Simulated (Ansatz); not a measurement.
Runs of Ansatz 0.2.0 on P. Symmetry: P2/m, No. 10, monoclinic system. The conventional cell has a = 2.425 Å, b = 2.439 Å, c = 4.852 Å, α = 90.00°, β = 90.24°, γ = 90.00°. P (site symmetry m) has 6 P at 2.42 to 2.44 Å as nearest neighbours. This isn't the form of P at room conditions, which is orthorhombic.

| screening (1/Å) | share of exact exchange | gap on the mesh (eV) | pressure (GPa) | largest force (eV/Å) |
| --- | --- | --- | --- | --- |
| 0.3 | 0.25 | none | (c) | 0.02 |
| 0.6 | 0.25 | none | (b) | 0.02 |
| 0.2 | 0.15 | none | -0.2 | 0.02 |
| 0.2 | 0.25 | none | -1.9 | 0.02 |
| 0.15 | 0.25 | none | (a) | 0.02 |
| 0.2 | 0.05 | none | 1.5 | 0.02 |
| 0.2 | 0.2 | none | -1.0 | 0.02 |
| 0.1 | 0.25 | none | -2.3 | 0.02 |
| 0.2 | 0.3 | none | -2.7 | 0.02 |
| 0.2 | 0.1 | none | 0.6 | 0.02 |
| 0.4 | 0.25 | none | -0.8 | 0.02 |

Alike in all rows: task single point; level HSE06 form with a typed share of exact exchange; potentials or basis Ansatz PAW; no spin polarisation; cell as given; k mesh 6 × 6 × 3; cutoff (eV) 420; smearing fermi-dirac 0.05 eV; the mesh is coarse, so values aren't converged.

Problem. Estimate the missing entries.

Solution. (a) -2.1; (b) 0.0; (c) -1.3.

Caveats: all runs use coarse meshes; the PAW data sets come from PBE, with cores solved anew for the run's functional, which leaves a small shift of forces and pressure; the thresholds are loose for stress.

A gap of «none» marks a metal or a gap under the smearing width.
